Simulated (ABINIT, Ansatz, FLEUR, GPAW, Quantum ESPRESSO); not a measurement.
# V: 6 runs at one level of theory

```xyz
1
Lattice="-1.5144 1.5144 1.5144 1.5144 -1.5144 1.5144 1.5144 1.5144 -1.5144" Properties=species:S:1:pos:R:3 pbc="T T T"
V     0.0000    0.0000    0.0000
```

Alike in all runs: task band structure; functional PBEsol; k mesh 12 × 12 × 12; occupations fermi-dirac, width 0.05 eV; collinear spin, ferromagnetic start; no spin-orbit coupling. Pressure is positive in compression and, in plane waves, holds the error of the finite cutoff, which Ansatz's Pulay term estimates and takes out.

```
                               program and potentials  plane-wave cutoff (eV)                                                                                   notes  pressure (GPa)  net moment per atom (μB)
                                   Ansatz, Ansatz PAW                     420  potentials made for PBE, which Ansatz adapts in part; Pulay term of +0.06 GPa included          -12.03                      0.00
Quantum ESPRESSO, PseudoDojo 0.4.1 SR PBEsol standard                    1143                                                                                       -          -11.90                      0.00
    GPAW, PAW data sets generated for this functional                     600                                                                                       -          -10.72                      0.00
                           FLEUR, all-electron, FLAPW                       -                                                                                       -               -                      0.00
                             ABINIT, JTH PAW PBE v2.0                     408                                                                 potentials made for PBE          -11.27                      0.00
       Ansatz, all-electron LAPW, scalar-relativistic                       -                                                                                       -          -12.07                      0.00
```

The pressure spans -12.07 (Ansatz, all-electron LAPW, scalar-relativistic) to -10.72 GPa (GPAW, PAW data sets generated for this functional), with all-electron results at -12.07. All agree on the net moment per atom. The cell lies far from this level's equilibrium. The state is the one that the start led to, which needn't be the lowest.

Differences between rows come from potentials, basis sets and numerical settings, since the functional is the same but for its coding. Runs on potential files found faulty are left out.
